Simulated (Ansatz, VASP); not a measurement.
**Sn in VASP and in Ansatz**

```
Sn
1.0
    -1.88194    1.88194    1.88194
     1.88194   -1.88194    1.88194
     1.88194    1.88194   -1.88194
Sn
1
Direct
  0.00000 0.00000 0.00000
```

This isn't the form of Sn at room conditions, which is tetragonal (white tin).

Alike in both runs: task single point; functional PBEsol; k mesh 11 × 11 × 11; occupations methfessel-paxton of order 1, width 0.1 eV; no spin polarisation.

|  | VASP | Ansatz |
| --- | --- | --- |
| version | VASP 6.6.1 | Ansatz 0.2.0 |
| potentials or method | VASP PAW PBE potentials, release 64 (Sn_d) | plane waves, PAW |
| plane-wave cutoff (eV) | 520 | 500 |
| valence electrons in the cell | 14 | 14 |

|  | VASP | Ansatz | Ansatz less VASP |
| --- | --- | --- | --- |
| pressure (GPa) | -0.7 | -0.7 | +0.02 |

Caveats: the PAW data sets were made with another functional, which shifts forces and pressure a little (VASP).
